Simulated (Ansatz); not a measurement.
# (ZnS)3(MgS)1 [0001] superlattice, started as wurtzite: relaxing the cell for a phonon run

Aim: bring (ZnS)3(MgS)1 [0001] superlattice, started as wurtzite to small forces and stress, as phonons need.

Method: DFT PBE, scalar-relativistic, plane waves, PAW, in Ansatz 0.2.0.

Report form: the programs' logs are mostly left out.

The structure was built from a prototype and need not be the compound's stable phase.

### 1. Starting point

It takes space group P3m1 (No. 156, trigonal). Conventional cell: a = 3.857 Å, b = 3.857 Å, c = 12.610 Å, α = 90.00°, β = 90.00°, γ = 120.00°. Nearest to Mg lie 4 S at 2.36 Å. Nearest to S lie 4 Zn at 2.36 Å. S has 4 Zn at 2.36 Å nearest. Nearest to S lie 3 Mg at 2.36 Å and 1 Zn at 2.36 Å. S has 3 Zn at 2.36 Å and 1 Mg at 2.36 Å nearest. Nearest to Zn lie 4 S at 2.36 Å. Farther neighbours and most contacts between anions are not listed.

### 2. A coarse first look

First a cheap look: the gap decides the mesh and the occupations, the pressure tells how far the cell has to move.

File input.yaml:

```yaml
crystal:
  lattice:
    - [3.8575, 0.0, 0.0]
    - [-1.92875, 3.34069, 0.0]
    - [0.0, 0.0, 12.61]
  atoms:
    - { symbol: Mg, position: [0.666667, 0.333333, 0.75] }
    - { symbol: S, position: [0.333333, 0.666667, 0.1875] }
    - { symbol: S, position: [0.666667, 0.333333, 0.4375] }
    - { symbol: S, position: [0.333333, 0.666667, 0.6875] }
    - { symbol: S, position: [0.666667, 0.333333, 0.9375] }
    - { symbol: Zn, position: [0.333333, 0.666667, 0.0] }
    - { symbol: Zn, position: [0.666667, 0.333333, 0.25] }
    - { symbol: Zn, position: [0.333333, 0.666667, 0.5] }
kpoints:
  mp_grid: { grid: [6, 6, 2] }
hamiltonian:
  xc: pbe
scf:
  occupations: { method: gaussian, width: 0.1 }
output:
  forces: true
  stress: true
  eigenvalues: true
```

On the command line:

```
$ ansatz run input.yaml --threads 8 --pin off --max-ram 14336MiB --backend cpu --events-out ev --progress --plain --runs-dir out
```

The job ended after 0.79 s (8 threads of Intel Xeon Platinum 8559C (Emerald Rapids), shared host; peak memory 0.64 GiB; 5 s of CPU time).

Numbers from this step:

```yaml
pressure: 2.060 GPa
gap_on_the_k_mesh: 2.328 eV
volume_per_atom: 20.31 Å³
direct_gap_on_mesh: 2.328 eV
```

The coarse mesh shows a gap of 2.33 eV and a pressure of 2.1 GPa.

### 3. Coarse relaxation

The start is far from rest, so a relaxation with loose tolerances brings it close first.

Edit input.yaml of step 2 so:

```diff
@@ -24 +24,6 @@
   eigenvalues: true
+relax:
+  adjacent_minimum: "off"
+  f_tol: 0.05
+  max_steps: 80
+  cell: { stress_tol: 0.5 }
```

The job ended after 3.2 s (8 threads; peak memory 0.72 GiB).

Relaxation path:

| step | energy less that of the first step (eV) | largest force component (eV/Å) | pressure (GPa) | volume (Å³) |
| --- | --- | --- | --- | --- |
| 1 | 0.0000 | 0.7047 | 2.06 | 162.50 |
| 2 | -0.0755 | 0.1889 | 0.70 | 165.49 |
| 3 | -0.0831 | 0.0355 | 0.08 | 167.03 |
| 4* | -0.0845 | 0.0355 | 0.08 | 167.03 |

Relaxation steps marked * repeat the geometry before them on a plane-wave basis chosen anew for their cell, so energy and pressure can jump there.

The run keeps the 6 symmetry operations that it works with, so distortions that break them were not tested.

| conventional cell, symmetrised | before | after | change |
| --- | --- | --- | --- |
| a (Å) | 3.857 | 3.890 | +0.8 % |
| b (Å) | 3.857 | 3.890 | +0.8 % |
| c (Å) | 12.610 | 12.746 | +1.1 % |
| volume (Å³/atom) | 20.31 | 20.88 | +2.8 % |

The atoms that moved most (Å, as changes of fractional coordinates times the final cell):

| atom | dx | dy | dz | length |
| --- | --- | --- | --- | --- |
| S4 | 0.000 | 0.000 | -0.088 | 0.088 |
| S5 | 0.000 | 0.000 | 0.078 | 0.078 |
| Zn6 | 0.000 | 0.000 | 0.060 | 0.060 |
| Zn8 | 0.000 | 0.000 | -0.056 | 0.056 |
| S2 | 0.000 | 0.000 | 0.032 | 0.032 |
| S3 | 0.000 | 0.000 | -0.025 | 0.025 |

This step gave:

| Item | Value |
| --- | --- |
| pressure | 0.07947 GPa |
| gap on the k-mesh | 2.226 eV |
| volume per atom | 20.88 Å³ |
| direct gap on mesh | 2.226 eV |

In this step the volume went from 20.31 to 20.88 Å³/atom.

### 4. Bringing the structure to rest

The cell and atoms are relaxed, since residual forces and stress would shift the frequencies.

File input.yaml:

```yaml
crystal:
  lattice:
    - [3.8899454203, 0.0, 0.0]
    - [-1.9449727101, 3.3687915533, 0.0]
    - [0.0, 0.0, 12.746016136]
  atoms:
    - { symbol: Mg, position: [0.6666666667, 0.3333333333, 0.7499297164] }
    - { symbol: S, position: [0.3333333333, 0.6666666667, 0.1900413229] }
    - { symbol: S, position: [0.6666666667, 0.3333333333, 0.4355516312] }
    - { symbol: S, position: [0.3333333333, 0.6666666667, 0.6805792964] }
    - { symbol: S, position: [0.6666666667, 0.3333333333, 0.943634133] }
    - { symbol: Zn, position: [0.3333333333, 0.6666666667, 0.0046726415] }
    - { symbol: Zn, position: [0.6666666667, 0.3333333333, 0.2499921914] }
    - { symbol: Zn, position: [0.3333333333, 0.6666666667, 0.4955990672] }
kpoints:
  mp_grid: { grid: [9, 9, 2] }
hamiltonian:
  xc: pbe
scf:
  occupations: { method: gaussian, width: 0.02 }
output:
  forces: true
  stress: true
  eigenvalues: true
  write_density: true
  write_potential: true
  elf: true
  volumetric_format: npy
relax:
  adjacent_minimum: "off"
  f_tol: 0.005
  max_steps: 80
  cell: { stress_tol: 0.05 }
```

Wall time 5 s (8 threads); peak memory 0.79 GiB; 36 s of CPU time.

Little changed from the start: no atom moved by 0.005 Å and no cell edge by 0.1 %.

This step gave:

| Property | Result |
| --- | --- |
| pressure | 8.91e-5 GPa |
| gap on the k-mesh | 2.221 eV |
| volume per atom | 20.90 Å³ |
| direct gap on mesh | 2.221 eV |

Valence density in the ac plane at fractional y = 0.333, with atoms of Mg and S and Zn within 0.2 Å of it. It is the smooth field of the valence electrons, not physical close to the nuclei.

Values in e/Å³, 24 rows by 14 columns, each cell a mean:
```
 0  0  0  0  0  0  1  1  1  1  1  1  1  0
 0  0  0  0  0  0  1  1  1  1  1  1  1  0
 0  0  0  0  0  0  0  1  1  1  1  1  0  0
 0  0  0  0  0  0  0  0  0  0  0  0  0  0
 0  0  0  0  0  0  0  0  1  2  1  0  0  0
 0  0  0  0  0  0  0  2 10 20 14  4  0  0
 0  0  0  0  0  0  0  1  5 11  8  2  0  0
 0  0  0  0  0  0  0  0  0  0  0  0  0  0
 0  0  0  0  0  0  0  0  0  0  0  0  0  0
 0  0  0  0  0  0  0  0  0  0  0  0  0  0
 0  0  0  0  0  0  0  0  0  0  0  0  0  0
 0  0  0  0  0  0  0  0  0  0  0  0  0  0
 0  0  0  0  0  0  1  1  1  1  1  1  1  0
 0  0  0  0  0  0  1  1  1  0  1  1  1  0
 0  0  0  0  0  0  0  1  1  1  1  1  1  0
 0  0  0  0  0  0  0  0  0  1  1  0  0  0
 0  0  0  0  0  0  0  1  1  2  2  1  0  0
 0  0  0  0  0  0  0  2 10 25 17  4  1  0
 0  0  0  0  0  0  0  1  5 12  9  2  1  0
 0  0  0  0  0  0  0  0  0  1  1  0  0  0
 0  0  0  0  0  0  0  0  0  0  0  0  0  0
 0  0  0  0  0  0  0  0  0  0  0  0  0  0
 0  0  0  0  0  0  0  0  0  0  0  0  0  0
 0  0  0  0  0  0  0  0  1  1  1  0  0  0
```
Columns run along a (3.9 Å), rows up along c (12.8 Å). Atoms in or near the plane, at fractional coordinates: Mg at (0.67, 0.75), S at (0.67, 0.44), S at (0.67, 0.94), Zn at (0.67, 0.25).

Electrostatic potential energy in the ac plane at fractional y = 0.333, with atoms of Mg and S and Zn within 0.2 Å of it. With pseudopotentials it is smooth inside the atoms' cores, unlike the true potential.

Values in eV, 24 rows by 14 columns, each cell a mean:
```
  6   6   6   6   6   5  -1 -21 -30 -29 -30 -26  -7   3
  8   8   8   8   8   5  -3 -25 -30 -25 -28 -29 -11   3
  9   9   9   9   9   8   5  -4 -14 -19 -16  -8   2   7
  9   9   9   9   9   8   7   5   4   3   3   5   7   8
  7   9   9   9   8   6   3  -3 -10 -15 -13  -6   1   5
  6   8   8   8   7   4  -2 -21 -33 -34 -34 -29  -7   2
  6   7   7   7   7   4   0 -15 -28 -32 -31 -22  -4   3
  7   6   6   6   7   7   5   2  -2  -5  -3   0   4   6
  9   8   7   8   8   9   8   8   7   7   7   7   8   9
  9   9   9   9   9   9  10  10   9   9   9   9  10  10
  8   8   7   7   8   9   9   9   9   9   9   9   9   9
  7   6   5   5   6   7   7   5   2  -1   0   4   7   7
  6   6   5   5   6   5   1 -16 -27 -29 -29 -21  -4   4
  7   8   8   8   8   5  -4 -27 -30 -23 -27 -30 -12   3
  9   9   9   9   9   8   3  -9 -20 -25 -23 -14   0   6
  9  10  10  10  10   9   8   5   3   1   2   4   7   8
  8   9  10   9   9   7   4  -6 -14 -19 -17  -9   1   6
  7   8   9   8   8   5  -5 -24 -32 -34 -33 -27 -12   2
  6   7   6   6   7   5  -2 -19 -28 -32 -30 -23  -8   3
  7   6   5   6   7   7   6   1  -4  -7  -6  -1   5   7
  9   8   8   8   8   9   9   8   8   8   8   8   9   9
  9   9   9   9   9   9  10  10  10  10  10  10  10   9
  8   7   7   7   7   8   9   9   9   8   9   9   9   9
  6   5   5   5   6   7   6   3  -3  -7  -5   1   6   7
```
Columns run along a (3.9 Å; values clipped at the 3rd and 97th percentile), rows up along c (12.8 Å). Atoms in or near the plane, at fractional coordinates: Mg at (0.67, 0.75), S at (0.67, 0.44), S at (0.67, 0.94), Zn at (0.67, 0.25).

ELF in the ac plane at fractional y = 0.333, with atoms of Mg and S and Zn within 0.2 Å of it. It is the smooth field of the valence electrons, not physical close to the nuclei.

Ten even steps from '0' (0.00) to '9' (0.87), each cell a mean:
```
42113799645898
52114798523798
41013689999997
10001357777764
11111001222100
45655203433410
88888512444313
88888741010026
67776531000024
23332100000001
11111112233211
21112367888864
42113799756998
52114898412798
41013689988997
10001246666653
11111111111111
34443221000011
57776321000112
67877531111124
45665321111112
12221100000000
11111123444321
21112478999975
```
Columns run along a (3.9 Å), rows up along c (12.8 Å). Atoms in or near the plane, at fractional coordinates: Mg at (0.67, 0.75), S at (0.67, 0.44), S at (0.67, 0.94), Zn at (0.67, 0.25).

In this step the volume went from 20.88 to 20.90 Å³/atom.

### 5. Tight relaxation

Phonons need a cell at rest on their own settings, so the relaxation is repeated with tight tolerances on forces and stress on the k mesh and occupations of the first response run.

File input.yaml:

```yaml
crystal:
  lattice:
    - [3.8907503368, 0.0, 0.0]
    - [-1.9453751684, 3.3694886314, 0.0]
    - [0.0, 0.0, 12.7558291762]
  atoms:
    - { symbol: Mg, position: [0.6666666667, 0.3333333333, 0.7496525851] }
    - { symbol: S, position: [0.3333333333, 0.6666666667, 0.1900443389] }
    - { symbol: S, position: [0.6666666667, 0.3333333333, 0.4354752672] }
    - { symbol: S, position: [0.3333333333, 0.6666666667, 0.6804232232] }
    - { symbol: S, position: [0.6666666667, 0.3333333333, 0.9437487738] }
    - { symbol: Zn, position: [0.3333333333, 0.6666666667, 0.0048706769] }
    - { symbol: Zn, position: [0.6666666667, 0.3333333333, 0.2501138658] }
    - { symbol: Zn, position: [0.3333333333, 0.6666666667, 0.4956712691] }
kpoints:
  mp_grid: { grid: [9, 9, 2] }
hamiltonian:
  xc: pbe
scf:
  occupations: { method: fixed }
output:
  forces: true
  stress: true
  eigenvalues: true
relax:
  adjacent_minimum: "off"
  f_tol: 0.001
  max_steps: 60
  cell: { stress_tol: 0.01 }
```

Elapsed: 3.8 s, on 8 threads; peak memory 0.77 GiB; 27 s of CPU time.

Little changed from the start: no atom moved by 0.005 Å and no cell edge by 0.1 %.

This step gave:

| Item | Value |
| --- | --- |
| pressure | 3.87e-5 GPa |

The largest force component left is 0.91 meV/Å and the pressure is 0.000 GPa, within the tolerances set. The cell now holds 20.90 Å³/atom.

### 6. Results

```yaml
space_group_after_relaxation_within_0p01_a: P3m1
lattice_constant_a: 3.891 Å
lattice_constant_b: 3.891 Å
lattice_constant_c: 12.756 Å
volume_per_atom: 20.9 Å³
gap_on_the_k_mesh: 2.22 eV
```

**Reading.** The largest force component left is 0.91 meV/Å and the pressure is 0.000 GPa, within the tolerances set. The cell now holds 20.90 Å³/atom. The relaxation keeps the symmetry of its start, so it says nothing on stability against lower symmetry. The starting cell was built on a prototype and not taken from a measurement, so the phase need not exist.

[Logs are printed without paths, hosts, clocks, repeated set-up lines and the standing remarks that a program may print on its own settings, such as how far it seeks lower states.]

[Hosts, paths, dates, database ids (printed as entryN), source tags and the programs' standing remarks are cut or masked in the printed files.]
